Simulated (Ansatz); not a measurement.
# SnH: one candidate of a structure search, part 1 of 2

Where does this trial cell of SnH go when cell and atoms are let free?

Program: Ansatz 0.2.0. Level of theory: DFT PBE, scalar-relativistic, plane waves, PAW. These are calculated values, not measurements.

## (1) The structure to begin with

The structure is cubic, space group Fm-3m (No. 225). Conventional cell: a = 5.534 Å, b = 5.534 Å, c = 5.534 Å, α = 90.00°, β = 90.00°, γ = 90.00°. Sn (site symmetry m-3m) has 6 H at 2.77 Å as nearest neighbours. H (site symmetry m-3m) has 6 Sn at 2.77 Å as nearest neighbours.

Structure file:

```xyz
2
Lattice="0.0000 2.7669 2.7669 2.7669 0.0000 2.7669 2.7669 2.7669 0.0000" Properties=species:S:1:pos:R:3 pbc="T T T"
Sn    2.7669    2.7669    2.7669
H     0.0000    0.0000    0.0000
```

A structure generator made this guess: random cell by space group and Wyckoff sites (Fm-3m, No. 225). The dimensions are guesses.

## (2) The guess as it stands, on a coarse mesh

File input.yaml:

```yaml
crystal:
  lattice:
    - [0.0, 2.76691443, 2.76691443]
    - [2.76691443, 0.0, 2.76691443]
    - [2.76691443, 2.76691443, 0.0]
  atoms:
    - { symbol: Sn, position: [0.5, 0.5, 0.5] }
    - { symbol: H, position: [0.0, 0.0, 0.0] }
basis:
  ecutwfc: 420
kpoints:
  mp_grid: { grid: [6, 6, 6] }
hamiltonian:
  xc: pbe
scf:
  occupations: { method: gaussian, width: 0.1 }
  lower_state_search: "off"
output:
  forces: true
  stress: true
  eigenvalues: true
```

Command:

```console
$ ansatz run input.yaml --threads 1 --pin off --max-ram 2560MiB --backend cpu --events-out ev --progress --plain --runs-dir out
```

Output (excerpt; [...] marks lines left out):

```text
Warning: RAYON_NUM_THREADS=1 ignored (pool sized by the plan → 1); use --threads N
[...]
Pseudopotentials: kind: paw
Pseudopotential: Sn, paw, valence charge 14, recommended cutoff 420 eV (normal), Sn.paw.azcp
Pseudopotential: H, paw, valence charge 1, recommended cutoff 420 eV (normal), H.paw.azcp
Functional definition: PBE
[...]
Crystal: 2 atoms, lattice volume = 42.366 Å³
Basis set: ecut = 420 eV, 869 PW (Γ), exchange–correlation on 54×54×54 points (8 copies of the dense FFT grid, shifted against one another)
Bands: 12, of which v1, the nominal top of the filled ones, is band 8 counted from 1 (7 counted from 0)
Symmetry: 48 space group operations
Space group: Fm-3m (ITA 225), of the structure as read, at distance tolerance 3.5e-5 Å
k-points: 16 of 216
[...]
SCF iter   1: F=—  HF=-6038.653134 eV  |F-HF|=—  |Δ(HF+E_count)|=         —  Δρ=2.09e-3  dr2=1.60e-3  ethr=1.77e-3  ⟨swp⟩=5.1  Hψ=1088  notcnv=0
[...]
SCF iter   7: F=-6038.652143 eV  HF=-6038.652143 eV  |F-HF|=1.09e-8  |Δ(HF+E_count)|=   1.23e-7  Δρ=3.48e-6  dr2=7.10e-9  ethr=6.67e-10  ⟨swp⟩=6.9  Hψ=841  notcnv=0
[...]
SCF converged after 7 iterations
Free energy (F): -6038.652143 eV
[...]
E sigma→0 (E₀):  -6038.650827 eV
Entropy (-TS):   -0.002632 eV (-1.316 meV/atom)
Fermi energy:    6.089930 eV
[...]
--- Forces (eV/Å), atoms counted from 1 ---
  atom   1  Sn     0.00000000    -0.00000000     0.00000000
  atom   2  H     -0.00000000    -0.00000000    -0.00000000
[...]
--- Stress (GPa, compression-positive) ---
       -7.392040      -0.000000       0.000000
       -0.000000      -7.392040      -0.000000
        0.000000       0.000000      -7.392040
  P = ⅓ Tr σ = -7.3920 GPa (-73.920 kbar)
--- Band table (eV; the first three rows and the last of 16) ---
  k-point 0: bands = ["-15.6180", "-15.6180", "-15.6180", "-15.5935", "-15.5935", "-3.3076", "7.2495", "10.3397", "10.3397", "10.3397", "15.3342", "15.3342"]
[...]
```

Wall time 0.44 s (1 thread of Intel Xeon 6975P-C (Granite Rapids), shared host); peak memory 0.34 GiB.

Read-out: pressure -7.4 GPa, largest force 0.00 eV/Å, gap on this mesh none (metal). A guess like this is first relaxed loosely on the coarse mesh.

## (3) A loose first relaxation

Edit input.yaml of step 2 so:

```diff
@@ -21 +21,6 @@
   eigenvalues: true
+relax:
+  adjacent_minimum: "off"
+  f_tol: 0.04
+  max_steps: 70
+  cell: { stress_tol: 0.4 }
```

Command:

```console
$ ansatz run input.yaml --threads 1 --pin off --max-ram 2560MiB --backend cpu --events-out ev --progress --plain --runs-dir out
```

Output:

```text
Warning: RAYON_NUM_THREADS=1 ignored (pool sized by the plan → 1); use --threads N
Engine: ansatz 0.2.0, x86_64-unknown-linux-gnu
Pseudopotentials: kind: paw
Pseudopotential: Sn, paw, valence charge 14, recommended cutoff 420 eV (normal), Sn.paw.azcp
Pseudopotential: H, paw, valence charge 1, recommended cutoff 420 eV (normal), H.paw.azcp
Functional definition: PBE
  parameter kappa = 0.804
  parameter beta = 0.06672455060314922
  exchange = pbe_x(kappa = kappa, mu = beta*pi^2/3)
  correlation = pbe_c(beta = beta)
Crystal: 2 atoms, lattice volume = 42.366 Å³
Basis set: ecut = 420 eV, 869 PW (Γ), exchange–correlation on 54×54×54 points (8 copies of the dense FFT grid, shifted against one another)
Bands: 12, of which v1, the nominal top of the filled ones, is band 8 counted from 1 (7 counted from 0)
Symmetry: 48 space group operations
Space group: Fm-3m (ITA 225), of the structure as read, at distance tolerance 3.5e-5 Å
k-points: 16 of 216
Non-local potential: Sn, projectors of the file, l = 0: 2, l = 1: 2, l = 2: 2, l = 3: 2
Non-local potential: H, projectors of the file, l = 0: 2, l = 1: 1
PAW form: soft (Blöchl's): semilocal exchange-correlation on the pseudo side does not see the compensation charge
PAW one-centre angular grid: Sn, 590 points (default); XC on 64 Gauss nodes
PAW one-centre angular grid: H, 110 points (default); XC on 64 Gauss nodes
Initial density: superposition of atomic densities (neutral atoms: chi_scale 0, normalization atom), corrected by the library's trained network
Initial wavefunctions: pseudopotential atomic-orbital guess
Functional: x = pbe(κ = 0.804, μ = 0.2195149727645171), c = pbe(β = 0.06672455060314922)
SCF iter   1: F=—  HF=-6038.653134 eV  |F-HF|=—  |Δ(HF+E_count)|=         —  Δρ=2.09e-3  dr2=1.60e-3  ethr=1.77e-3  ⟨swp⟩=5.1  Hψ=1088  notcnv=0
preconditioner: auto → none  [insulator: Δε(μ)=0.317 eV  Ē_g=21.036 eV  σ=0.100 eV  W_gap=0.92  n_scr=14 (ndim 8)  ℏωp=22.1 eV  f_vac=0.000  D(μ)=0.52/eV (n_scr^D=0)  ε∞_Penn≈2.1]
SCF iter   2: F=—  HF=-6038.652165 eV  |F-HF|=—  |Δ(HF+E_count)|=   9.70e-4  Δρ=1.16e-3  dr2=4.37e-4  ethr=1.07e-5  ⟨swp⟩=2.3  Hψ=430  notcnv=0
SCF iter   3: F=—  HF=-6038.652163 eV  |F-HF|=—  |Δ(HF+E_count)|=   1.69e-6  Δρ=2.95e-4  dr2=3.40e-5  ethr=2.92e-6  ⟨swp⟩=2.1  Hψ=283  notcnv=0
SCF iter   4: F=—  HF=-6038.652142 eV  |F-HF|=—  |Δ(HF+E_count)|=   2.08e-5  Δρ=8.33e-5  dr2=2.27e-6  ethr=2.27e-7  ⟨swp⟩=2.0  Hψ=281  notcnv=0
SCF iter   5: F=—  HF=-6038.652143 eV  |F-HF|=—  |Δ(HF+E_count)|=   5.95e-7  Δρ=3.43e-5  dr2=6.87e-7  ethr=1.51e-8  ⟨swp⟩=2.0  Hψ=300  notcnv=0
SCF iter   6: F=—  HF=-6038.652143 eV  |F-HF|=—  |Δ(HF+E_count)|=   3.79e-7  Δρ=1.70e-5  dr2=1.73e-7  ethr=4.58e-9  ⟨swp⟩=2.1  Hψ=296  notcnv=0
SCF iter   7: F=-6038.652143 eV  HF=-6038.652143 eV  |F-HF|=1.09e-8  |Δ(HF+E_count)|=   1.23e-7  Δρ=3.48e-6  dr2=7.10e-9  ethr=6.67e-10  ⟨swp⟩=6.9  Hψ=841  notcnv=0
SCF 1 converged in 7 iterations: F = -6038.652143 eV  dr2 = 7.10e-9
relax step   1: F+E_penalty+E_count = -6038.65214252 eV  Δ(F+E_penalty+E_count) = +0.000e0 eV  max|allowed force component| = 1.352e-28 eV/Å  Δτ_max = 0.0000 Å  P = -7.392 GPa  Ω = 42.366 Å³  (7 SCF iters, dr2 threshold 1.00e-7 eV, accepted)
Crystal: 2 atoms, lattice volume = 36.467 Å³
Basis set: ecut = 420 eV, 725 PW (Γ), exchange–correlation on 54×54×54 points (8 copies of the dense FFT grid, shifted against one another)
Initial density: handed on by an earlier stage of this run
Initial wavefunctions: those handed on with the density
iter 1 solved again at ethr=3.16e-6 eV; its pass at ethr=3.10e-3 eV (dr2=4.74e-4 eV) is discarded
SCF iter   1: F=—  HF=-6038.902869 eV  |F-HF|=—  |Δ(HF+E_count)|=         —  Δρ=1.49e-3  dr2=5.22e-4  ethr=3.16e-6  ⟨swp⟩=2.3  Hψ=1671  notcnv=0
preconditioner: auto → none  [insulator: Δε(μ)=0.385 eV  Ē_g=21.613 eV  σ=0.100 eV  W_gap=0.63  n_scr=8 (ndim 8)  ℏωp=23.8 eV  f_vac=0.000  D(μ)=1.62/eV (n_scr^D=14)  ε∞_Penn≈2.2]
SCF iter   2: F=—  HF=-6038.902817 eV  |F-HF|=—  |Δ(HF+E_count)|=   5.16e-5  Δρ=8.77e-4  dr2=1.09e-4  ethr=3.16e-6  ⟨swp⟩=2.1  Hψ=300  notcnv=0
SCF iter   3: F=—  HF=-6038.902874 eV  |F-HF|=—  |Δ(HF+E_count)|=   5.67e-5  Δρ=1.64e-4  dr2=4.94e-6  ethr=7.26e-7  ⟨swp⟩=1.0  Hψ=192  notcnv=0
SCF iter   4: F=—  HF=-6038.902876 eV  |F-HF|=—  |Δ(HF+E_count)|=   2.00e-6  Δρ=2.96e-5  dr2=2.22e-7  ethr=3.29e-8  ⟨swp⟩=2.2  Hψ=307  notcnv=0
iter 5 did not close the SCF: its close was put off for the readings that it lacked (scf_convergence_deferred on its scf_iter line)
SCF iter   5: F=-6038.902876 eV  HF=-6038.902876 eV  |F-HF|=1.49e-10  |Δ(HF+E_count)|=   1.29e-7  Δρ=2.72e-6  dr2=1.42e-9  ethr=1.48e-9  ⟨swp⟩=2.0  Hψ=230  notcnv=0
SCF iter   6: F=-6038.902876 eV  HF=-6038.902876 eV  |F-HF|=9.09e-13  |Δ(HF+E_count)|=  8.87e-10  Δρ=1.33e-7  dr2=5.19e-12  ethr=9.45e-12  ⟨swp⟩=1.8  Hψ=632  notcnv=0
SCF 2 converged in 6 iterations: F = -6038.902876 eV  dr2 = 5.19e-12
relax step   2: F+E_penalty+E_count = -6038.90287579 eV  Δ(F+E_penalty+E_count) = -2.507e-1 eV  max|allowed force component| = 1.480e-29 eV/Å  Δτ_max = 0.0000 Å  P = -5.947 GPa  Ω = 36.467 Å³  energy of the carried Pulay correction = +2.282e-3 eV  (6 SCF iters, dr2 threshold 2.00e-7 eV, accepted)
Crystal: 2 atoms, lattice volume = 31.143 Å³
Basis set: ecut = 420 eV, 609 PW (Γ), exchange–correlation on 54×54×54 points (8 copies of the dense FFT grid, shifted against one another)
iter 1 solved again at ethr=4.25e-5 eV; its pass at ethr=3.10e-3 eV (dr2=6.38e-3 eV) is discarded
SCF iter   1: F=—  HF=-6039.032905 eV  |F-HF|=—  |Δ(HF+E_count)|=         —  Δρ=4.08e-3  dr2=6.48e-3  ethr=4.25e-5  ⟨swp⟩=1.8  Hψ=1554  notcnv=0
preconditioner: auto → none  [insulator: Δε(μ)=0.446 eV  Ē_g=22.289 eV  σ=0.100 eV  W_gap=0.50  n_scr=8 (ndim 8)  ℏωp=25.8 eV  f_vac=0.000  D(μ)=1.26/eV (n_scr^D=14)  ε∞_Penn≈2.3]
SCF iter   2: F=—  HF=-6039.030634 eV  |F-HF|=—  |Δ(HF+E_count)|=   2.27e-3  Δρ=6.90e-4  dr2=5.94e-5  ethr=4.25e-5  ⟨swp⟩=2.1  Hψ=229  notcnv=0
SCF iter   3: F=—  HF=-6039.030654 eV  |F-HF|=—  |Δ(HF+E_count)|=   1.99e-5  Δρ=2.33e-4  dr2=5.35e-6  ethr=3.96e-7  ⟨swp⟩=2.0  Hψ=277  notcnv=0
SCF iter   4: F=—  HF=-6039.030667 eV  |F-HF|=—  |Δ(HF+E_count)|=   1.27e-5  Δρ=5.74e-5  dr2=4.01e-7  ethr=3.57e-8  ⟨swp⟩=2.0  Hψ=229  notcnv=0
SCF iter   5: F=-6039.030667 eV  HF=-6039.030667 eV  |F-HF|=0.00e0  |Δ(HF+E_count)|=   5.38e-7  Δρ=2.47e-6  dr2=7.14e-10  ethr=1.33e-9  ⟨swp⟩=6.2  Hψ=982  notcnv=0
SCF 3 converged in 5 iterations: F = -6039.030667 eV  dr2 = 7.14e-10
relax step   3: F+E_penalty+E_count = -6039.03066720 eV  Δ(F+E_penalty+E_count) = -1.278e-1 eV  max|allowed force component| = 1.266e-29 eV/Å  Δτ_max = 0.0000 Å  P = -0.423 GPa  Ω = 31.143 Å³  energy of the carried Pulay correction = +4.658e-3 eV  (5 SCF iters, dr2 threshold 2.00e-7 eV, accepted)
Crystal: 2 atoms, lattice volume = 30.799 Å³
iter 1 solved again at ethr=5.55e-7 eV; its pass at ethr=3.10e-3 eV (dr2=8.32e-5 eV) is discarded
SCF iter   1: F=—  HF=-6039.031144 eV  |F-HF|=—  |Δ(HF+E_count)|=         —  Δρ=4.84e-4  dr2=8.87e-5  ethr=5.55e-7  ⟨swp⟩=2.1  Hψ=1450  notcnv=0
preconditioner: auto → none  [insulator: Δε(μ)=0.442 eV  Ē_g=22.396 eV  σ=0.100 eV  W_gap=0.50  n_scr=8 (ndim 8)  ℏωp=25.9 eV  f_vac=0.000  D(μ)=1.25/eV (n_scr^D=14)  ε∞_Penn≈2.3]
SCF iter   2: F=—  HF=-6039.031112 eV  |F-HF|=—  |Δ(HF+E_count)|=   3.16e-5  Δρ=5.84e-5  dr2=6.56e-7  ethr=5.55e-7  ⟨swp⟩=1.8  Hψ=214  notcnv=0
SCF iter   3: F=-6039.031112 eV  HF=-6039.031112 eV  |F-HF|=5.74e-8  |Δ(HF+E_count)|=   4.17e-8  Δρ=1.49e-5  dr2=3.22e-8  ethr=1.33e-9  ⟨swp⟩=6.5  Hψ=980  notcnv=0
SCF 4 converged in 3 iterations: F = -6039.031112 eV  dr2 = 3.22e-8
relax step   4: F+E_penalty+E_count = -6039.03111199 eV  Δ(F+E_penalty+E_count) = -4.448e-4 eV  max|allowed force component| = 2.837e-29 eV/Å  Δτ_max = 0.0000 Å  P = +0.169 GPa  Ω = 30.799 Å³  energy of the carried Pulay correction = +4.824e-3 eV  (3 SCF iters, dr2 threshold 2.00e-7 eV, accepted)
Basis set: ecut = 420 eV, 609 PW (Γ), exchange–correlation on 48×48×48 points (8 copies of the dense FFT grid, shifted against one another)
Initial wavefunctions: pseudopotential atomic-orbital guess (no wavefunctions were taken with the density)
iter 1 solved again at ethr=2.01e-7 eV; its pass at ethr=3.10e-3 eV (dr2=3.01e-5 eV) is discarded
SCF iter   1: F=—  HF=-6039.028852 eV  |F-HF|=—  |Δ(HF+E_count)|=         —  Δρ=3.54e-4  dr2=4.28e-6  ethr=2.01e-7  ⟨swp⟩=2.6  Hψ=1533  notcnv=0
preconditioner: auto → none  [insulator: Δε(μ)=0.442 eV  Ē_g=22.403 eV  σ=0.100 eV  W_gap=0.50  n_scr=8 (ndim 8)  ℏωp=25.9 eV  f_vac=0.000  D(μ)=1.25/eV (n_scr^D=14)  ε∞_Penn≈2.3]
SCF iter   2: F=—  HF=-6039.028872 eV  |F-HF|=—  |Δ(HF+E_count)|=   1.99e-5  Δρ=1.73e-4  dr2=9.34e-7  ethr=2.85e-8  ⟨swp⟩=2.8  Hψ=315  notcnv=0
SCF iter   3: F=—  HF=-6039.028880 eV  |F-HF|=—  |Δ(HF+E_count)|=   8.07e-6  Δρ=3.31e-5  dr2=5.48e-8  ethr=6.22e-9  ⟨swp⟩=2.0  Hψ=229  notcnv=0
SCF iter   4: F=-6039.028880 eV  HF=-6039.028880 eV  |F-HF|=1.80e-9  |Δ(HF+E_count)|=   2.58e-7  Δρ=3.33e-6  dr2=1.17e-9  ethr=8.53e-12  ⟨swp⟩=3.7  Hψ=801  notcnv=0
SCF 5 converged in 4 iterations: F = -6039.028880 eV  dr2 = 1.17e-9
relax step   5: F+E_penalty+E_count = -6039.02888017 eV  Δ(F+E_penalty+E_count) = +2.232e-3 eV  max|allowed force component| = 1.899e-29 eV/Å  Δτ_max = 0.0000 Å  P = +0.102 GPa  Ω = 30.799 Å³  stress off target by 1.02e-1 GPa  SCF on the basis re-selected at this cell (its energy is not comparable with the rows above)  (4 SCF iters)
basis re-selected at this cell: Δ(F+E_penalty+E_count) = +2.232e-3 eV, ΔP = -0.067 GPa vs the last step (what re-selecting the basis moved, of the pressure what is left beyond the Pulay correction that the steps carried, after the strain that the cell walked since its last selection, with what the two solves' SCF thresholds leave and, on support functions, any second-order correction that the steps lacked; it is no measure of the basis error at this ecutwfc). The dense FFT grid was sized anew with the basis: this SCF ran on 24×24×24 points, the steps before it on 27×27×27, so part of this shift can come from that change (see relax.cell in the input reference). This SCF's stress stands 1.02e-1 GPa from its target on what of the cell is left free (relax.cell.stress_tol is 4.00e-1 GPa) and its largest allowed force component is 1.90e-29 eV/Å (relax.f_tol is 4.00e-2 eV/Å): within both
SCF converged after 4 iterations
Free energy (F): -6039.028880 eV
Harris-Foulkes:  -6039.028880 eV  (|F-HF|=1.80e-9)
Internal energy: -6039.022607 eV  (E = F + TS)
E sigma→0 (E₀):  -6039.025743 eV
Entropy (-TS):   -0.006273 eV (-3.137 meV/atom)
Fermi energy:    9.821681 eV
--- Per-component energies (eV) ---
  E_band       = -91.078634
  E_kinetic    = 197.901970
  E_local      = -858.514616  (includes V_loc(G=0)·N_el)
  E_nonlocal   = -31.648857
  E_hartree    = 530.257517
  E_xc         = -391.706854
  E_vxc        = -107.634806  (∫ρ·V_xc dr)
  E_paw        = -4134.238535  (= ΣΔE_a)
  E_vpaw       = -351.696383  (= ΣTr[D̂ρ^β])
  E_aug_tail   = -0.000919  (compensation charges beyond the density's cutoff)
  E_ewald      = -1351.072313
  E_smearing   = -0.006273  (= −TS)
  E_closure    = -0.000000  (closes the sum)
  Σ components = -6039.028880   (vs F -6039.028880, Δ=0.00e0)
--- Forces (eV/Å), atoms counted from 1 ---
  atom   1  Sn     0.00000000    -0.00000000    -0.00000000
  atom   2  H     -0.00000000     0.00000000     0.00000000
  max |Σ_I F_I| component: 3.78e-29 eV/Å
--- Stress (GPa, compression-positive) ---
        0.101750       0.000000       0.000000
        0.000000       0.101750       0.000000
        0.000000       0.000000       0.101750
  P = ⅓ Tr σ = 0.1017 GPa (1.017 kbar)
--- Band table (eV; the first three rows and the last of 16) ---
  k-point 0: bands = ["-11.7163", "-11.7163", "-11.7163", "-11.6597", "-11.6597", "-1.6075", "12.4266", "15.9802", "15.9802", "15.9802", "20.1109", "20.5405"]
  k-point 1: bands = ["-11.7145", "-11.7047", "-11.7047", "-11.6576", "-11.6576", "-1.0854", "10.4210", "14.8070", "15.5054", "15.5054", "19.3836", "21.1882"]
  k-point 2: bands = ["-11.7123", "-11.7049", "-11.7049", "-11.6294", "-11.6294", "0.4823", "6.5759", "13.7645", "14.8922", "14.8922", "19.0409", "19.3687"]
  k-point 15: bands = ["-11.7305", "-11.7237", "-11.6430", "-11.6308", "-11.5977", "4.2829", "6.3244", "6.9957", "9.0921", "14.4302", "18.3813", "22.6620"]
--- Relaxed structure (4 steps of the walk, 4 accepted, 1 SCFs on fresh bases) ---
  F+E_penalty+E_count = -6039.02888017 eV   max|allowed force component| = 1.899e-29 eV/Å   (the final SCF, on the basis selected at the relaxed cell)
  cell:  # Å, volume = 30.7988 Å³
    - [4.840603431250809e-34, 2.487910135772577, 2.487910135772577]
    - [2.487910135772577, -6.647842894125697e-34, 2.487910135772577]
    - [2.487910135772577, 2.487910135772577, -2.786278530062091e-35]
  atoms:
    - { symbol: Sn, position: [0.5, 0.5, 0.5] }
    - { symbol: H, position: [2.610213461287638e-34, -2.2041802561984004e-34, -1.2761043588450745e-34] }
```

Run time: 1.9 s. Hardware: 1 thread of Intel Xeon 6975P-C (Granite Rapids), shared host; peak memory 0.33 GiB.

The steps of the relaxation:

| step | E - E(step 1) (eV/cell) | largest force component (eV/Å) | pressure (GPa) | volume (Å³) |
| --- | --- | --- | --- | --- |
| 1 | 0.0000 | 0.0000 | -7.39 | 42.37 |
| 2 | -0.2507 | 0.0000 | -5.95 | 36.47 |
| 3 | -0.3785 | 0.0000 | -0.42 | 31.14 |
| 4 | -0.3790 | 0.0000 | 0.17 | 30.80 |
| 5 | -0.3767 | 0.0000 | 0.10 | 30.80 |

Step 1 is the start. Step 5 repeats the geometry before it on a plane-wave basis chosen anew for that cell, so its energy need not be comparable with the rows above.

Lengths and angles in the start's conventional setting:

|  | before | after | change |
| --- | --- | --- | --- |
| a (Å) | 5.534 | 4.976 | -10.1 % |
| b (Å) | 5.534 | 4.976 | -10.1 % |
| c (Å) | 5.534 | 4.976 | -10.1 % |
| volume (Å³/atom) | 21.18 | 15.40 | -27.3 % |
| shortest distance (Å) | 2.767 | 2.488 | -10.1 % |
| space group (0.01 Å) | Fm-3m | Fm-3m | same |

The run keeps the 48 symmetry operations of the start, so it could not have lowered the symmetry.

(Continued in part 2 of 2.)
